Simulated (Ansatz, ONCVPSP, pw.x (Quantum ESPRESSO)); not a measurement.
pw.x on bcc Pt: one setting changed

Potential: optimised norm-conserving Vanderbilt (ONCV), ONCVPSP 4.0.1.1 (patched build), PBE; core [Kr] 4d10 4f14, reference 5s2 5p6 5d9 6s1; waves: 5s+6s: rc 1.60 bohr, ncon 4, nbas 7, qcut 6.6 1/bohr, 2 projectors; 5p: rc 1.80 bohr, ncon 3, nbas 7, qcut 8 1/bohr, 2 projectors, debl 3.9 Ha; 5d: rc 2.15 bohr, ncon 4, nbas 8, qcut 7.1 1/bohr, 2 projectors, debl 3.7 Ha; local part: polynomial inside 1.15 bohr (lpopt 5, dvloc0 0 Ha); core correction: Teter function, fcfact 2.25, rcfact 1.05.

The reference run (k-mesh 15³, cutoffs 60/240 Ry, Fermi–Dirac 0.01 Ry, mixing_beta 0.4, conv_thr 1e-9, no spin) gives -2.43 GPa at 15.859 Å³/atom, where all-electron LAPW gives -0.19 GPa. This run, with its own iteration cap, changes k-mesh shift to 1.

```
&control
  calculation='scf', prefix='x', pseudo_dir='./', outdir='./tmp', tstress=.true., disk_io='none'
/
&system
  ibrav=0, nat=1, ntyp=1, ecutwfc=60, ecutrho=240, nbnd=17,
  occupations='smearing', smearing='fd', degauss=0.01
/
&electrons
  conv_thr=1e-09, mixing_beta=0.4, electron_maxstep=50
/
ATOMIC_SPECIES
Pt 1.0 Pt.UPF
CELL_PARAMETERS angstrom
  -1.58272430 1.58272430 1.58272430
  1.58272430 -1.58272430 1.58272430
  1.58272430 1.58272430 -1.58272430
ATOMIC_POSITIONS crystal
Pt 0.0000 0.0000 0.0000
K_POINTS automatic
15 15 15 1 1 1
```

```bash
pw.x < Pt.scf.in > Pt.scf.out
```

Q: How does the run end?

A: It converges in 8 iterations; the free energy moves by +7.3 meV/atom and the pressure by +0.30 GPa.

```
Message from routine setup:
     using ibrav=0 with symmetry is DISCOURAGED, use correct ibrav instead
     lattice parameter (alat)  =       5.1804  a.u.
     unit-cell volume          =     107.0218 (a.u.)^3
     number of electrons       =        18.00
     number of Kohn-Sham states=           17
     kinetic-energy cutoff     =      60.0000  Ry
     charge density cutoff     =     240.0000  Ry
     scf convergence threshold =      1.0E-09
     Exchange-correlation= PBE
     number of k points=   120  Fermi-Dirac smearing, width (Ry)=  0.0100
     iteration #  1     ecut=    60.00 Ry     beta= 0.40
     total energy              =    -245.06015618 Ry
     estimated scf accuracy    <       0.07685740 Ry
     iteration #  2     ecut=    60.00 Ry     beta= 0.40
     total energy              =    -245.07060427 Ry
     estimated scf accuracy    <       0.00305041 Ry
     iteration #  3     ecut=    60.00 Ry     beta= 0.40
     total energy              =    -245.07066143 Ry
     estimated scf accuracy    <       0.00068067 Ry
     [... 2 iterations left out ...]
     iteration #  6     ecut=    60.00 Ry     beta= 0.40
     total energy              =    -245.07070767 Ry
     estimated scf accuracy    <       0.00000010 Ry
     iteration #  7     ecut=    60.00 Ry     beta= 0.40
     total energy              =    -245.07070767 Ry
     estimated scf accuracy    <       0.00000001 Ry
     iteration #  8     ecut=    60.00 Ry     beta= 0.40
     the Fermi energy is    21.7347 ev
!    total energy              =    -245.07070767 Ry
     estimated scf accuracy    <          4.5E-10 Ry
     smearing contrib. (-TS)   =      -0.00535452 Ry
     The total energy is F=E-TS. E is the sum of the following terms:
     one-electron contribution =     -61.10245905 Ry
     hartree contribution      =      40.61515402 Ry
     xc contribution           =     -27.46254043 Ry
     ewald contribution        =    -197.11550769 Ry
     convergence has been achieved in   8 iterations
          total   stress  (Ry/bohr**3)                   (kbar)     P=      -21.24
     Message from routine punch:
     Nothing written, as per user request (disk_io='none')
```

The run took about 29 s on one core of a shared host (Neoverse-N1, 64 threads, 124 GiB, load 54).
